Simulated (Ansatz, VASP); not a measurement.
# Cross-check of MoS2 between VASP and Ansatz, part 2 of 2

Wanted: the spread between two codes on one cell, functional and k mesh.

VASP 6.6.1 and Ansatz 0.2.0.

So far. Step 4 (Differences): The forces differ by 18 meV/Å r.m.s., which is 14.0 % of the r.m.s. force of 0.13 eV/Å (both taken over all components).

### 6. VASP: single point, LDA

Level of this step: LDA, no spin polarisation; plane waves and PAW (S, Mo) (VASP).

A single point gives forces, pressure and levels at one fixed geometry, so differences don't come from the geometry; what else differs is listed under the comparison.

The input, INCAR:

```
SYSTEM = MoS2
PREC = Normal
ENCUT = 350
EDIFF = 1E-06
NELM = 120
ISMEAR = 0
SIGMA = 0.05
LREAL = .FALSE.
ALGO = Normal
GGA = CA
NBANDS = 15
LORBIT = 11
LWAVE = .FALSE.
LCHARG = .FALSE.
KPAR = 4
IDIPOL = 3
LDIPOL = .TRUE.
DIPOL = 0.5 0.5 0.5
LVHAR = .TRUE.
LVACPOTAV = .TRUE.
```

The input, POSCAR:

```
MoS2
1.0
    3.1690000000      0.0000000000      0.0000000000
   -1.5845000000      2.7444345050      0.0000000000
    0.0000000000      0.0000000000     18.1302960000
S Mo
2 1
Direct
    0.6666666670      0.3333333330      0.5863277690
    0.6666666670      0.3333333330      0.4136722310
    0.3333333330      0.6666666670      0.5000000000
```

The input, KPOINTS:

```
Automatic mesh
0
Gamma
9 9 1
0 0 0
```

PAW data sets: S and Mo (PBE family, release 64).

On the command line:

```console
$ mpirun -np 4 vasp_std
```

Numbers of over 12 decimals in the logs are rounded to 6 here.

The log of the run:

```text
[banner, memory and clock lines left out]
running    4 mpi-ranks, on    1 nodes
[...]
[... a notice as in an earlier step ...]

 LDA part: xc-table for (Slater(with rela. corr.)+CA(PZ))
 , standard interpolation
 POSCAR, INCAR and KPOINTS ok, starting setup
[...]
entering main loop
       N       E                     dE             d eps       ncg     rms          rms(c)
DAV:   1     0.105218402962E+03    0.10522E+03   -0.53203E+03   360   0.669E+02
DAV:   2    -0.155584814289E+02   -0.12078E+03   -0.11505E+03   553   0.168E+02
DAV:   3    -0.258032051332E+02   -0.10245E+02   -0.10120E+02   493   0.584E+01
DAV:   4    -0.259952807678E+02   -0.19208E+00   -0.19140E+00   473   0.958E+00
[...]
DAV:  21    -0.243752072898E+02   -0.19748E-05   -0.14747E-07   369   0.252E-03    0.743E-04
DAV:  22    -0.243752093480E+02   -0.20583E-05   -0.13394E-07   327   0.180E-03    0.879E-04
DAV:  23    -0.243752097269E+02   -0.37890E-06   -0.28172E-08   362   0.968E-04
 [... a notice as in an earlier step ...]

   1 F= -.24375210E+02 E0= -.24375210E+02  d E =-.479772E-13
```

OUTCAR, selected parts (step 6):

```text
  Total       -1.8377147     -1.8377147     -1.4243296      0.0000000     -0.0000000      0.0000000
  in kB      -18.6727661    -18.6727661    -14.4724172      0.0000000     -0.0000000      0.0000000
  external PRESSURE =     -17.2726498 kB  Pullay stress =       0.0000000 kB

 POSITION                                       TOTAL-FORCE (eV/Angst)
 -----------------------------------------------------------------------------------
      1.58450      0.91481     10.63030         0.000000     -0.000000     -0.435916
      1.58450      0.91481      7.50000        -0.000000      0.000000      0.435916
     -0.00000      1.82962      9.06515         0.000000      0.000000      0.000000
 -----------------------------------------------------------------------------------
    total drift:                               -0.000002      0.000001      0.000000

  FREE ENERGIE OF THE ION-ELECTRON SYSTEM (eV)
  ---------------------------------------------------
  free  energy   TOTEN  =       -24.3752097269 eV

  energy  without entropy=      -24.3752097269  energy(sigma->0) =      -24.37520973

[... 2 parts as in an earlier step ...]

[... 1 further part left out ...]
[key lines of the parts left out:]
E-fermi :  -2.1631
```

### 7. Ansatz: single point, LDA

The same cell, functional (in two slightly different forms), mesh and smearing now go to Ansatz, which takes its cutoff from its data sets.

The input, input.yaml:

```yaml
crystal:
  lattice:
    - [3.169, 0.0, 0.0]
    - [-1.5845, 2.744434505, 0.0]
    - [0.0, 0.0, 18.130296]
  atoms:
    - { symbol: S, position: [0.666666667, 0.333333333, 0.586327769] }
    - { symbol: S, position: [0.666666667, 0.333333333, 0.413672231] }
    - { symbol: Mo, position: [0.333333333, 0.666666667, 0.5] }
hamiltonian:
  xc: lda
  pseudopotentials: { kind: paw }
kpoints:
  mp_grid: { grid: [9, 9, 1] }
scf:
  occupations: { method: gaussian, width: 0.05 }
  n_extra_bands: 4
efield:
  axis: 3
  dipole_correction: true
  ramp_width: 0.04
output:
  forces: true
  eigenvalues: true
  write_density: true
  write_potential: true
  elf: true
  volumetric_format: npy
```

On the command line:

```console
$ ansatz run input.yaml --threads 2 --pin off --max-ram 4608MiB --backend cpu --events-out ev --progress --plain --runs-dir out
```

The log of the run:

```text
[...]
Crystal: 3 atoms, lattice volume = 157.681 Å³
Basis set: ecut = 420 eV, 3061 PW (Γ)
Bands: 17, of which v1, the nominal top of the filled ones, is band 13 counted from 1 (12 counted from 0)
Symmetry: 6 space group operations
k-points: 12 of 81 (time reversal used)
[...]
k-point 0: bands = [... 9 lower, -2.4778, -2.1390, -2.1390, -0.7203, 2.1245, 2.1245, 2.3809, 2.3809]
  k-point 1: bands = [... 9 lower, -3.0647, -2.4198, -1.7424, -0.8111, 1.9107, 1.9153, 2.1797, 2.4300]
  k-point 2: bands = [... 9 lower, -2.9905, -2.5604, -1.8714, -1.2634, 1.4739, 1.7947, 2.0758, 3.0137]
  k-point 11: bands = [... 9 lower, -4.1703, -3.5575, -2.7980, -0.6901, 1.0349, 2.3288, 2.9010, 4.2317]
[key lines of the parts left out:]
SCF converged after 8 iterations
Free energy (F): -6584.738194 eV
Fermi energy:    0.172407 eV
Dipole field:    D = 0.000022 V/Å  (p = 0.000019 e·Å, saw-weighted, corrected)
Work function:   Φ+ = 5.3211 eV   Φ− = 5.3215 eV
```

The job ended after 1.8 s (2 threads of Intel Xeon Platinum 8375C at 2.90GHz (Ice Lake), shared host; peak memory 0.47 GiB).

### 8. Side by side

What differs besides the data sets and the points named for the pairs above, as far as they apply: the two LDA forms differ slightly. Total energies have different zeros and are not compared.

Both answers:

```csv
quantity,Ansatz,VASP,difference
gap on the k mesh (eV),1.725,1.732,-0.007
```

Forces (eV/Å; atoms numbered as in POSCAR):

```csv
atom,"Ansatz x, y, z","VASP x, y, z"
S1,"0.000, 0.000, -0.556","0.000, 0.000, -0.436"
S2,"0.000, 0.000, 0.556","0.000, 0.000, 0.436"
Mo3,"0.000, 0.000, 0.000","0.000, 0.000, 0.000"
```

The forces differ by 57 meV/Å r.m.s., which is 27.6 % of the r.m.s. force of 0.21 eV/Å (both taken over all components).

### 9. Further runs

The difference is large enough to ask for its cause, so further runs change the set-up of one program at a time, as the table lists.

```csv
run,r.m.s. force difference (% of the r.m.s. force)
as above,28
"cores kept as stored, as VASP does, whose cores stay as stored",24
Ansatz's larger PAW set (cutoff 640 eV),27
norm-conserving potentials (cutoff 1088 eV),26
```

### 10. VASP: single point, PBEsol, spin-orbit coupling

With cell and atoms fixed, the geometry can't cause a difference; cores, projectors, grids and the points listed under the comparison can.

Edit INCAR of step 6 so:

```diff
@@ -9,4 +9,10 @@
 ALGO = Normal
-GGA = CA
-NBANDS = 15
+GGA = PS
+LNONCOLLINEAR = .TRUE.
+MAGMOM = 0 0 0 0 0 0 0 0 0
+NBANDS = 30
+GGA_COMPAT = .FALSE.
+LASPH = .TRUE.
+LSORBIT = .TRUE.
+LMAXMIX = 4
 LORBIT = 11
```

POSCAR is that of step 6.

KPOINTS is that of step 6.

On the command line:

```console
$ mpirun -np 4 vasp_ncl
```

The log of the run:

```text
[banner, memory and clock lines left out]
running    4 mpi-ranks, on    1 nodes
[...]
[... a notice as in an earlier step ...]

 LDA part: xc-table for (Slater+PW92), standard interpolation
 POSCAR, INCAR and KPOINTS ok, starting setup
[...]
entering main loop
       N       E                     dE             d eps       ncg     rms          rms(c)
DAV:   1     0.106677239969E+03    0.10668E+03   -0.53187E+03  1148   0.675E+02
DAV:   2    -0.121608214285E+02   -0.11884E+03   -0.11297E+03  1652   0.174E+02
DAV:   3    -0.246364790857E+02   -0.12476E+02   -0.12283E+02  1508   0.627E+01
DAV:   4    -0.249371194986E+02   -0.30064E+00   -0.29958E+00  1412   0.114E+01
[...]
DAV:  22    -0.233820170743E+02   -0.43769E-05   -0.11412E-07  1048   0.153E-03    0.701E-04
DAV:  23    -0.233820199858E+02   -0.29115E-05   -0.11305E-07   984   0.126E-03    0.585E-04
DAV:  24    -0.233820206208E+02   -0.63497E-06   -0.30006E-08   858   0.841E-04
 [... a notice as in an earlier step ...]

   1 F= -.23382021E+02 E0= -.23382021E+02  d E =-.173561E-10  mag=     0.0000     0.0000     0.0000
```

OUTCAR, selected parts (step 10):

```text
  Total       -1.1853821     -1.1853821     -0.9206418      0.0000000      0.0000000      0.0000000
  in kB      -12.0445048    -12.0445048     -9.3545152      0.0000000      0.0000000      0.0000000
  external PRESSURE =     -11.1478416 kB  Pullay stress =       0.0000000 kB

 POSITION                                       TOTAL-FORCE (eV/Angst)
 -----------------------------------------------------------------------------------
      1.58450      0.91481     10.63030         0.000000     -0.000000     -0.272708
      1.58450      0.91481      7.50000         0.000000     -0.000000      0.272708
     -0.00000      1.82962      9.06515        -0.000000      0.000000     -0.000000
 -----------------------------------------------------------------------------------
    total drift:                               -0.000002      0.000001     -0.000000

  FREE ENERGIE OF THE ION-ELECTRON SYSTEM (eV)
  ---------------------------------------------------
  free  energy   TOTEN  =       -23.3820206208 eV

  energy  without entropy=      -23.3820206208  energy(sigma->0) =      -23.38202062

 magnetization (x)
# of ion       s       p       d       tot
------------------------------------------
    1        0.000   0.000   0.000   0.000
    2        0.000   0.000   0.000   0.000
    3        0.000   0.000  -0.000  -0.000
--------------------------------------------------
tot          0.000   0.000  -0.000  -0.000

 magnetization (y)
# of ion       s       p       d       tot
------------------------------------------
    1        0.000   0.000   0.000   0.000
    2        0.000   0.000   0.000   0.000
    3       -0.000   0.000   0.000  -0.000
--------------------------------------------------
tot         -0.000   0.000   0.000  -0.000

 magnetization (z)
# of ion       s       p       d       tot
------------------------------------------
    1       -0.000  -0.000   0.000  -0.000
    2       -0.000   0.000   0.000  -0.000
    3       -0.000   0.000   0.000  -0.000
--------------------------------------------------
tot         -0.000  -0.000   0.000  -0.000

[... 1 part as in an earlier step ...]

[... 2 further parts left out ...]
[key lines of the parts left out:]
E-fermi :  -1.9345
```

### 11. Ansatz: single point, PBEsol, spin-orbit coupling

The same cell, functional, mesh and smearing now go to Ansatz, which takes its cutoff from its data sets.

input.yaml, the sections that differ from step 7:

```yaml
hamiltonian:
  xc: pbesol
  pseudopotentials: { kind: paw_fr }
magnetization:
  noncollinear: true
  spin_orbit: true
scf:
  occupations: { method: gaussian, width: 0.05 }
  n_extra_bands: 8
output:
  forces: true
  eigenvalues: true
# crystal, kpoints, efield: as in step 7
```

On the command line:

```console
$ ansatz run input.yaml --threads 2 --pin off --max-ram 4608MiB --backend cpu --events-out ev --progress --plain --runs-dir out
```

The log of the run:

```text
[...]
non-collinear run that drives no moment, with spin-orbit: no starting moment large enough to seed its density (crystal.atoms[].spin), no starting occupations that ask for one, no magnetisation constraint and no magnetic field, so the semilocal B_xc is pinned to zero
Crystal: 3 atoms, lattice volume = 157.681 Å³
[...]
k-point 1: bands = [... 22 lower, -1.5694, -1.5694, -0.6240, -0.6240, 2.0809, 2.0809, 2.1360, 2.1360, ... 4 higher]
  k-point 2: bands = [... 22 lower, -1.7085, -1.7085, -1.0846, -1.0846, 1.6761, 1.6761, 1.9843, 1.9843, ... 4 higher]
  k-point 11: bands = [... 22 lower, -2.6556, -2.6320, -0.5751, -0.4280, 1.2216, 1.2244, 2.5191, 2.5519, ... 4 higher]
[key lines of the parts left out:]
SCF converged after 10 iterations
Magnetization: |M| = 0.0000 μB,  M = (+0.0000, +0.0000, +0.0000) μB
Free energy (F): -6671.284522 eV
Fermi energy:    0.396728 eV
Dipole field:    D = -0.000034 V/Å  (p = -0.000029 e·Å, saw-weighted, corrected)
Work function:   Φ+ = 5.0818 eV   Φ− = 5.0812 eV
```

It took 7.6 s on 2 threads; peak memory 0.76 GiB; 15 s of CPU time.

### 12. Side by side

What differs besides the data sets and the points named for the pairs above, as far as they apply: spin-orbit coupling enters by fully relativistic files in Ansatz and inside the spheres in VASP; the data sets hold 26 valence electrons in Ansatz (fully relativistic PAW (standard-fr) files) and 18 in VASP. Total energies have different zeros and are not compared.

The two programs side by side:

```csv
quantity,Ansatz,VASP,difference
gap on the k mesh (eV),1.650,1.648,+0.002
```

Forces (eV/Å; atoms numbered as in POSCAR):

```csv
atom,"Ansatz x, y, z","VASP x, y, z"
S1,"0.000, 0.000, -0.312","0.000, 0.000, -0.273"
S2,"0.000, 0.000, 0.312","0.000, 0.000, 0.273"
Mo3,"0.000, 0.000, 0.000","0.000, 0.000, 0.000"
```

The forces differ by 18 meV/Å r.m.s., which is 14.3 % of the r.m.s. force of 0.13 eV/Å (both taken over all components).

### 13. What moves the difference

The difference is large enough to ask for its cause, so further runs change the set-up of one program at a time, as the table lists.

```csv
run,r.m.s. force difference (meV/Å)
as above,18
"cores kept as stored, as VASP does, whose cores stay as stored",15
Ansatz's larger PAW set (cutoff 640 eV),18
norm-conserving potentials (cutoff 1088 eV),10
```

### 14. Results

| Item | Value |
| --- | --- |
| r.m.s. force difference (single point, PBEsol) | 18 meV/Å |
| r.m.s. force difference (single point, LDA) | 28 % of the r.m.s. force |
| r.m.s. force difference (single point, PBEsol, spin-orbit coupling) | 18 meV/Å |

**Reading.** The r.m.s. force difference is 28 % of the r.m.s. force (single point, LDA), beyond the 3 % picked in this series as the mark of a large difference. For single point, PBEsol: no further run halves the r.m.s. force difference; only Ansatz's side was varied, and Ansatz's runs with other potentials lie closer to each other than to VASP, which for this quantity points to VASP's side; this was not tested here. For single point, LDA: no further run halves the r.m.s. force difference; only Ansatz's side was varied, and Ansatz's runs with other potentials lie closer to each other than to VASP, which for this quantity points to VASP's side; this was not tested here. For single point, PBEsol, spin-orbit coupling: norm-conserving potentials (cutoff 1088 eV) cuts the r.m.s. force difference from 18 to 10 meV/Å; whether that points to the cause isn't shown, since only Ansatz's side was varied. 6 further runs on this material are not shown. How closely two codes agree says nothing of how well the functional describes the real material.

[Lines on the potential files, build, host, timing and source positions are cut from VASP's logs without a mark.]

[Logs are printed without paths, hosts, clocks, repeated set-up lines and the standing remarks that a program may print on its own settings, such as how far it seeks lower states.]

[Hosts, paths, dates, database ids (printed as entryN), source tags and the programs' standing remarks are cut or masked in the printed files.]
